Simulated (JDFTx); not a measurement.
# Al (Im-3m) in JDFTx: convergence with cutoff

Aim: find how far cutoff must go before the results for Al settle, at RPBE. This setting moves, with any that are tied to it; all else stays.

All numbers are computed with JDFTx 1.7.0 (patched build); they aren't measurements. Logs are shortened: lines on timing, memory, paths and dates and some standing lists are left out, and cuts for length are marked. The log counts tension as positive stress, the text compression.

## (1) The structure

The structure is cubic, space group Im-3m (No. 229). The conventional cell has a = 3.182 Å, b = 3.182 Å, c = 3.182 Å, α = 90.00°, β = 90.00°, γ = 90.00°. Al (site symmetry m-3m) is surrounded by 8 Al at 2.76 Å.

This isn't the form of Al at room conditions, which is fcc.

## (2) With cutoff 435.382 eV

The input, Al.in:

```
lattice \
   -3.0069675285     3.0069675285     3.0069675285 \
    3.0069675285    -3.0069675285     3.0069675285 \
    3.0069675285     3.0069675285    -3.0069675285
coords-type Lattice
ion Al     0.0000000000     0.0000000000     0.0000000000 1

ion-species pseudo/Al.upf
elec-cutoff 16
elec-ex-corr gga-x-rpbe gga-c-pbe
kpoint-folding 12 12 12
elec-smearing Fermi 0.0018374661
elec-n-bands 6
electronic-SCF nIterations 100 energyDiffThreshold 1e-09
electronic-minimize nIterations 30 energyDiffThreshold 1e-7
converge-empty-states yes
forces-output-coords Cartesian

dump-name run.$VAR
dump End Ecomponents EigStats BandEigs Kpoints Forces Stress
```

Potentials or basis: SPMS-PBE-1.0.

Run with:

```
$ jdftx -c 1 -i Al.in -o Al.out
```

It took 4.5 s on 1 thread of Arm Neoverse V1, shared host; peak memory 0.05 GiB.

Results:

```yaml
Free_energy: -56.6163 eV
Pressure: 3.6 GPa
Band_gap_on_the_k_mesh: none (metal or under the smearing width)
```

## (3) With cutoff 544.228 eV

Changes to Al.in since step 2:

```diff
@@ -8,3 +8,3 @@
 ion-species pseudo/Al.upf
-elec-cutoff 16
+elec-cutoff 20
 elec-ex-corr gga-x-rpbe gga-c-pbe
```

Potentials or basis: SPMS-PBE-1.0.

Run with:

```
$ jdftx -c 1 -i Al.in -o Al.out
```

Run time: 10 s. Hardware: 1 thread of Arm Neoverse V1, shared host; peak memory 0.05 GiB.

What came out:

- Free energy: -56.6176 eV
- Pressure: 3.7 GPa
- Band gap on the k mesh: none (metal or under the smearing width)

## (4) With cutoff 653.073 eV

Changes to Al.in since step 3:

```diff
@@ -8,3 +8,3 @@
 ion-species pseudo/Al.upf
-elec-cutoff 20
+elec-cutoff 24
 elec-ex-corr gga-x-rpbe gga-c-pbe
```

Run with:

```
$ jdftx -c 1 -i Al.in -o Al.out
```

It took 12 s on 1 thread of Arm Neoverse V1, shared host; peak memory 0.05 GiB.

Results:

```yaml
Free_energy: -56.6177 eV
Pressure: 3.7 GPa
Band_gap_on_the_k_mesh: none (metal or under the smearing width)
```

## (5) With cutoff 761.919 eV

Changes to Al.in since step 4:

```diff
@@ -8,3 +8,3 @@
 ion-species pseudo/Al.upf
-elec-cutoff 24
+elec-cutoff 28
 elec-ex-corr gga-x-rpbe gga-c-pbe
```

Run with:

```
$ jdftx -c 1 -i Al.in -o Al.out
```

It took 17 s on 1 thread of Arm Neoverse V1, shared host; peak memory 0.05 GiB.

Results:

```yaml
Free_energy: -56.6177 eV
Pressure: 3.7 GPa
Band_gap_on_the_k_mesh: none (metal or under the smearing width)
```

## (6) With cutoff 870.764 eV

Changes to Al.in since step 5:

```diff
@@ -8,3 +8,3 @@
 ion-species pseudo/Al.upf
-elec-cutoff 28
+elec-cutoff 32
 elec-ex-corr gga-x-rpbe gga-c-pbe
```

Potentials or basis: SPMS-PBE-1.0.

Run with:

```
$ jdftx -c 1 -i Al.in -o Al.out
```

It took 18 s on 1 thread of Arm Neoverse V1, shared host; peak memory 0.05 GiB.

What came out:

```yaml
Free_energy: -56.6177 eV
Pressure: 3.7 GPa
Band_gap_on_the_k_mesh: none (metal or under the smearing width)
```

## (7) With cutoff 979.61 eV

Changes to Al.in since step 6:

```diff
@@ -8,3 +8,3 @@
 ion-species pseudo/Al.upf
-elec-cutoff 32
+elec-cutoff 36
 elec-ex-corr gga-x-rpbe gga-c-pbe
```

Run with:

```
$ jdftx -c 1 -i Al.in -o Al.out
```

Wall time 17 s (1 thread of Arm Neoverse V1, shared host); peak memory 0.06 GiB.

The run converged. Its results:

```yaml
Free_energy: -56.6177 eV
Pressure: 3.7 GPa
Band_gap_on_the_k_mesh: none (metal or under the smearing width)
```

## (8) With cutoff 1088.45 eV

Changes to Al.in since step 7:

```diff
@@ -8,3 +8,3 @@
 ion-species pseudo/Al.upf
-elec-cutoff 36
+elec-cutoff 40
 elec-ex-corr gga-x-rpbe gga-c-pbe
```

Run with:

```
$ jdftx -c 1 -i Al.in -o Al.out
```

It took 18 s on 1 thread of Arm Neoverse V1, shared host; peak memory 0.07 GiB.

The run converged. Its results:

| Property | Result |
| --- | --- |
| Free energy | -56.6177 eV |
| Pressure | 3.7 GPa |
| Band gap on the k mesh | none (metal or under the smearing width) |

## (9) With cutoff 1251.72 eV

Changes to Al.in since step 8:

```diff
@@ -8,3 +8,3 @@
 ion-species pseudo/Al.upf
-elec-cutoff 40
+elec-cutoff 46
 elec-ex-corr gga-x-rpbe gga-c-pbe
```

Potentials or basis: SPMS-PBE-1.0.

Run with:

```
$ jdftx -c 1 -i Al.in -o Al.out
```

Run time: 20 s. Hardware: 1 thread of Arm Neoverse V1, shared host; peak memory 0.08 GiB.

It converged, with:

```
Free energy            : -56.6177 eV
Pressure               : 3.7 GPa
Band gap on the k mesh : none (metal or under the smearing width)
```

## (10) With cutoff 1469.41 eV

Changes to Al.in since step 9:

```diff
@@ -8,3 +8,3 @@
 ion-species pseudo/Al.upf
-elec-cutoff 46
+elec-cutoff 54
 elec-ex-corr gga-x-rpbe gga-c-pbe
```

Potentials or basis: SPMS-PBE-1.0.

Run with:

```
$ jdftx -c 1 -i Al.in -o Al.out
```

Standard output:

```text
*************** JDFTx 1.7.0 (patched build) ***************

Input parsed successfully to the following command list (including defaults):
[... the input with its defaults ...]

---------- Setting up symmetries ----------

Found 48 point-group symmetries of the bravais lattice
Found 48 space-group symmetries with basis
Applied RMS atom displacement 0 bohrs to make symmetries exact.

---------- Initializing the Grid ----------
R =
[     -3.00697      3.00697      3.00697  ]
[      3.00697     -3.00697      3.00697  ]
[      3.00697      3.00697     -3.00697  ]
unit cell volume = 108.754
G =
[ -1.52941e-17    1.04477    1.04477  ]
[    1.04477 -1.52941e-17    1.04477  ]
[    1.04477    1.04477 -1.52941e-17  ]
Minimum fftbox size, Smin = [  36  36  36  ]
Chosen fftbox size, S = [  36  36  36  ]

---------- Exchange Correlation functional ----------
Initialized LibXC exchange functional 'Hammer, Hansen, and Norskov'
Initialized LibXC correlation functional 'Perdew, Burke & Ernzerhof'

---------- Setting up pseudopotentials ----------
Width of ionic core gaussian charges (only for fluid interactions / plotting) set to 0

Reading pseudopotential file 'pseudo/Al.upf':
  'Al' pseudopotential, 'PBE' functional
  Generated using ONCVPSP code by D. R. Hamann
  3 valence electrons, 2 orbitals, 6 projectors, 1001 radial grid points, with lMax = 2
    3S    l: 0   occupation:  2.0   eigenvalue: -0.284914
    3P    l: 1   occupation:  1.0   eigenvalue: -0.099668
  Core radius for overlap checks: 1.90 bohrs.

Initialized 1 species with 1 total atoms.

Folded 1 k-points by 12x12x12 to 1728 k-points.

---------- Setting up k-points, bands, fillings ----------
Reduced to 72 k-points under symmetry.
Computing the number of bands and number of electrons
Calculating initial fillings.
nElectrons:   3.000000   nBands: 6   nStates: 72

----- Setting up reduced wavefunction bases (one per k-point) -----
average nbasis = 2061.238 , ideal nbasis = 2061.251

---------- Setting up ewald sum ----------
Optimum gaussian width for ewald sums = 1.877486 bohr.
Real space sum over 2197 unit cells with max indices [  6  6  6  ]
Reciprocal space sum over 2197 terms with max indices [  6  6  6  ]

---------- Allocating electronic variables ----------
Initializing wave functions:  linear combination of atomic orbitals
Note: number of bands (6) exceeds available atomic orbitals (4)
Al pseudo-atom occupations:   s ( 2 )  p ( 1 )
	FillingsUpdate:  mu: +0.319079905  nElectrons: 3.000000
LCAOMinimize: Iter:   0  F: -2.0530754340066082  |grad|_K:  1.326e-04  alpha:  1.000e+00
	FillingsUpdate:  mu: +0.319120068  nElectrons: 3.000000
LCAOMinimize: Iter:   1  F: -2.0530975884338085  |grad|_K:  6.248e-07  alpha:  9.717e-01  linmin:  1.017e-01  cgtest: -9.615e-01
	FillingsUpdate:  mu: +0.319120072  nElectrons: 3.000000
LCAOMinimize: Iter:   2  F: -2.0530975884607958  |grad|_K:  6.078e-07  alpha:  9.160e-01  linmin: -3.849e-04  cgtest:  9.735e-01
LCAOMinimize: Encountered beta<0, resetting CG.
	FillingsUpdate:  mu: +0.319119887  nElectrons: 3.000000
LCAOMinimize: Iter:   3  F: -2.0530975889240324  |grad|_K:  2.738e-10  alpha:  9.673e-01  linmin:  6.684e-02  cgtest: -5.453e-01
LCAOMinimize: Converged (|Delta F|<1.000000e-06 for 2 iters).

-------- Electronic minimization -----------
Will mix electronic density at each iteration.
	FillingsUpdate:  mu: +0.319119887  nElectrons: 3.000000
	FillingsUpdate:  mu: +0.300551666  nElectrons: 3.000000
SCF: Cycle:  0   F: -2.080434047698839   dF: -2.734e-02   |Residual|: 6.050e-03   |deigs|: 7.564e-01
	FillingsUpdate:  mu: +0.300336805  nElectrons: 3.000000
SCF: Cycle:  1   F: -2.080646381655957   dF: -2.123e-04   |Residual|: 3.321e-03   |deigs|: 1.116e-02
	FillingsUpdate:  mu: +0.300262602  nElectrons: 3.000000
SCF: Cycle:  2   F: -2.080661873930007   dF: -1.549e-05   |Residual|: 2.638e-04   |deigs|: 3.143e-03
	FillingsUpdate:  mu: +0.300254557  nElectrons: 3.000000
SCF: Cycle:  3   F: -2.080663547165923   dF: -1.673e-06   |Residual|: 8.598e-05   |deigs|: 1.109e-03
	FillingsUpdate:  mu: +0.300252937  nElectrons: 3.000000
SCF: Cycle:  4   F: -2.080664015168901   dF: -4.680e-07   |Residual|: 1.872e-05   |deigs|: 8.315e-04
	FillingsUpdate:  mu: +0.300252588  nElectrons: 3.000000
SCF: Cycle:  5   F: -2.080664102446237   dF: -8.728e-08   |Residual|: 3.055e-05   |deigs|: 5.172e-04
	FillingsUpdate:  mu: +0.300253258  nElectrons: 3.000000
SCF: Cycle:  6   F: -2.080664136373077   dF: -3.393e-08   |Residual|: 3.794e-06   |deigs|: 1.110e-03
	FillingsUpdate:  mu: +0.300253284  nElectrons: 3.000000
SCF: Cycle:  7   F: -2.080664141418440   dF: -5.045e-09   |Residual|: 3.913e-06   |deigs|: 3.600e-04
	FillingsUpdate:  mu: +0.300253213  nElectrons: 3.000000
SCF: Cycle:  8   F: -2.080664143779204   dF: -2.361e-09   |Residual|: 5.256e-06   |deigs|: 9.130e-04
	FillingsUpdate:  mu: +0.300254081  nElectrons: 3.000000
SCF: Cycle:  9   F: -2.080664144103251   dF: -3.240e-10   |Residual|: 9.282e-06   |deigs|: 2.504e-04
	FillingsUpdate:  mu: +0.300253878  nElectrons: 3.000000
SCF: Cycle: 10   F: -2.080664144245352   dF: -1.421e-10   |Residual|: 5.597e-06   |deigs|: 2.954e-04
SCF: Converged (|Delta E|<1.000000e-09 for 2 iters).

Setting wave functions to eigenvectors of Hamiltonian
Converging empty states (this may take a while):
EmptyStates: None of the convergence criteria satisfied.
|deigs|: 1.107e-03

# Stress tensor in Cartesian coordinates [Eh/a0^3]:
[ -0.000126365            0            0  ]
[            0 -0.000126365            0  ]
[            0            0 -0.000126365  ]

# Ionic positions in lattice coordinates:
ion Al   0.000000000000000   0.000000000000000   0.000000000000000 1

# Forces in Cartesian coordinates:
force Al   0.000000000000000   0.000000000000000   0.000000000000000 1

# Energy components:
   Eewald =       -2.7231006599792211
       EH =        0.0026284766908638
     Eloc =        0.3681959099423196
      Enl =        0.2553837672390697
      Exc =       -1.0962946264552382
 Exc_core =        0.2401251398456179
       KE =        0.8725494957273062
-------------------------------------
     Etot =       -2.0805124969892823
       TS =        0.0001516472560696
-------------------------------------
        F =       -2.0806641442453517

IonicMinimize: Iter:   0  F: -2.080664144245352  |grad|_K:  0.000e+00
IonicMinimize: Converged (|grad|_K<1.000000e-04).

#--- Lowdin population analysis ---
# oxidation-state Al +0.048

Dumping 'run.eigStats' ...
	eMin: -0.114427 at state 0 ( [ +0.000000 +0.000000 +0.000000 ] spin 0 )
	HOMO: +0.298726 at state 64 ( [ +0.250000 -0.416667 -0.416667 ] spin 0 )
	mu  : +0.300254
	LUMO: +0.300864 at state 30 ( [ +0.083333 +0.250000 +0.333333 ] spin 0 )
	eMax: +1.137642 at state 57 ( [ +0.250000 +0.250000 +0.250000 ] spin 0 )
	HOMO-LUMO gap: +0.002138
	Optical gap  : +0.027187 at state 29 ( [ +0.083333 +0.250000 +0.250000 ] spin 0 )
WARNING: the last solve of the electrons (or of bands or displaced states from it) ended unconverged.
Done!
```

Wall time 35 s (1 thread of Arm Neoverse V1, shared host); peak memory 0.09 GiB.

Results:

```
Free energy            : -56.6178 eV
Pressure               : 3.7 GPa
Band gap on the k mesh : none (metal or under the smearing width)
```

## (11) Result

```tsv
cutoff	energy less the tightest run, at zero smearing (meV/atom)	pressure (GPa)	SCF cycles	CPU time (s)	peak memory (GiB)
435.382 eV	1.41	3.65	11	4.5	0.05
544.228 eV	0.13	3.71	11	10	0.05
653.073 eV	0.06	3.72	13	12	0.05
761.919 eV	0.06	3.72	11	17	0.05
870.764 eV	0.05	3.72	11	18	0.05
979.61 eV	0.03	3.72	11	17	0.06
1088.45 eV	0.03	3.72	11	18	0.07
1251.72 eV	0.02	3.72	11	20	0.08
1469.41 eV	0.00	3.72	11	35	0.09
```

Against the tightest run, the energy stays within 1 meV/atom from 544.228 eV on; the pressure stays within 0.1 GPa from 435.382 eV on. The tightest run that finished is the yardstick and may itself not be fully converged.

Caveats: the empty levels aren't tightly converged; the potentials were made for another functional, which shifts forces and pressure.
